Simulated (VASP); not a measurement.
Set up this calculation in VASP 6.6.1, as the native input.

```yaml
Task: relaxation of cell and atoms
Functional: r2SCAN
Potentials_or_basis: VASP PAW PBE potentials, release 64 (Ag)
Cutoff: 600 eV
k_mesh: 16 × 16 × 16
Occupations: methfessel-paxton, width 0.1 eV
Spin: no spin polarisation
Further_INCAR_settings: ALGO = Normal; EDIFF = 1e-06; IBRION = 2; EDIFFG = -0.01; NSW = 90; ISIF = 3
```

The structure of Ag lies in POSCAR:

```
Ag
1.0
    0.0000000000      2.0427500000      2.0427500000
    2.0427500000      0.0000000000      2.0427500000
    2.0427500000      2.0427500000      0.0000000000
Ag
1
Direct
    0.0000000000      0.0000000000      0.0000000000
```

These files were run (other wordings do the same):

INCAR

```
ALGO = Normal
EDIFF = 1E-6
EDIFFG = -0.01
ENCUT = 600
IBRION = 2
ISIF = 3
ISMEAR = 1
LASPH = True
LCHARG = False
LMIXTAU = True
LREAL = False
LWAVE = False
METAGGA = R2SCAN
NELM = 80
NSW = 90
PREC = Accurate
SIGMA = 0.1
```

KPOINTS

```
k-points
0
Gamma
  16 16 16
```

Potentials or basis: VASP PAW PBE potentials, release 64 (Ag).

Launch:

```sh
$ cat potpaw_PBE.64/Ag/POTCAR > POTCAR
$ mpirun -np 1 vasp_std > vasp.out
```

It gave:

```
Relaxed volume                         : 17.31 Å³/atom
Relaxed cell                           : a = 2.903 Å, b = 2.903 Å, c = 2.903 Å, α = 60.00°, β = 60.00°, γ = 60.00°
Space group after relaxing (to 0.05 Å) : Fm-3m (No. 225)
Energy gained by relaxing              : 1.3 meV/atom
Ionic steps                            : 3
Pressure after relaxing                : 0.1 GPa
Band gap on the k mesh                 : none (metal or under the smearing width)
```

Caveat: the PAW data sets were made with another functional, which shifts forces and pressure a little.

Run time: 100 s on 1 thread of Intel(R) Xeon(R) Platinum 8488C (Sapphire Rapids) (shared host), peak memory 0.17 GiB.
